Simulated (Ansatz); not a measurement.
Te: what symmetry allows forces and stress to be

```
CELL_PARAMETERS angstrom
3.66095 -2.24186 0.11877
3.66095 2.24186 0.11877
0.09544 0.00000 5.66784
ATOMIC_POSITIONS crystal
Te 0.70309 0.69590 0.66065
Te 0.30410 0.29691 0.33935
Te 0.99281 0.00719 0.00000
```

Theory: Ansatz 0.2.0, DFT PBEsol, scalar-relativistic, plane waves, PAW.

Cutoff 420 eV; k points 12×12×8 on the computed 3-atom cell (Γ-centred); Gaussian smearing, width 0.10 eV; no spin polarisation.

This distorted cell has space group C2, with 2 operations.

Task: Without a calculation: in which directions can each atom feel a force?

Result: A force must be left unchanged by every operation that keeps its atom in place, so it lies in the space that those operations leave fixed. Atoms that the group maps onto each other feel forces of one size.
| atom | site symmetry | operations at the site | equivalent to atom | allowed force (Cartesian) |
| --- | --- | --- | --- | --- |
| Te1 | 1 | 1 | 1 | any direction |
| Te2 | 1 | 1 | 1 | any direction |
| Te3 | 2 | 2 | 3 | along (0.00, 1.00, 0.00) |

That leaves 4 independent force components of 9, tied by 1 condition that the forces sum to zero, so 3 remain. A relaxation in this cell that keeps the symmetry moves the atoms in these directions alone.

Task: And the stress tensor?

Result: It must be invariant under the point group, which leaves 4 independent components: yz, xy vanish.

Task: Do the computed values obey this?

Result: Yes. Forces (eV/Å):
```
Te1 -0.559  0.055  0.199
Te2  0.559  0.055 -0.199
Te3  0.000 -0.109  0.000
```

Stress (GPa, compression positive, xx yy zz yz xz xy): 1.09 1.77 2.36 0.00 -0.35 0.00. The program imposes the same operations on density, forces and stress, so this confirms the analysis and is no independent test of the calculation.

This form isn't the element's structure at ambient conditions.